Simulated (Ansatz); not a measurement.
## Guessed and relaxed cells of CdS

The guess for CdS was made by a generator: random cell by space group and Wyckoff sites (P6/mmm, No. 191). The dimensions are guesses.

start:

Space group P6/mmm (No. 191). a = 4.479 Å, b = 4.479 Å, c = 9.668 Å, α = 90.00°, β = 90.00°, γ = 120.00°
| atom | site | symmetry | x | y | z |
| --- | --- | --- | --- | --- | --- |
| Cd | 2e | 6mm | 0.0000 | 0.0000 | 0.1744 |
| Cd | 1b | 6/mmm | 0.0000 | 0.0000 | 0.5000 |
| S | 3f | mmm | 0.5000 | 0.0000 | 0.0000 |

These are results of DFT PBE, scalar-relativistic, plane waves, PAW in Ansatz 0.2.0, not measurements. Cutoff 420 eV, Gaussian smearing, Γ-centred meshes. Cell and atoms relax first on a coarse mesh and then on a finer one. In between, the cell is made exact in the group found at 0.06 Å. In metals the finer mesh still leaves noise of several meV/atom or more. The steps can't lower the symmetry of their start. No spin polarisation.

end:

Space group P6/mmm (No. 191). a = 5.105 Å, b = 5.105 Å, c = 8.897 Å, α = 90.00°, β = 90.00°, γ = 120.00°
| atom | site | symmetry | x | y | z |
| --- | --- | --- | --- | --- | --- |
| Cd | 2e | 6mm | 0.0000 | 0.0000 | 0.1914 |
| Cd | 1b | 6/mmm | 0.0000 | 0.0000 | 0.5000 |
| S | 3f | mmm | 0.5000 | 0.0000 | 0.0000 |

The symmetry stays P6/mmm (No. 191). The volume per atom grows by 19.5 %, from 28.0 to 33.5 Å³. The shortest distance goes from 2.24 Å (S–S) to 2.55 Å (S–S). The ratio c/a of the conventional cell changes by a factor of 0.81. The energy falls by about 0.44 eV/atom (the start's value is from the coarse mesh).

```yaml
Volume_per_atom: 33.46 Å³
Density: 3.58 g/cm³
Formation_energy: +0.34 eV/atom
Gap_on_the_12×12×4_mesh_of_the_6-atom_cell: 0 eV (a metal)
```

Formation energies are uncorrected and refer to the elements' standard structures at the same level. A positive value: parting into the elements would lower its energy.

The last run used Gaussian smearing of 0.10 eV. The reference form of S is held partly by dispersion forces, which this level lacks. A structure relaxed within its symmetry needn't be a true minimum. In all, the 3 runs took 5.6 min on 1 thread of AMD EPYC (Zen 3), with other jobs on the host.
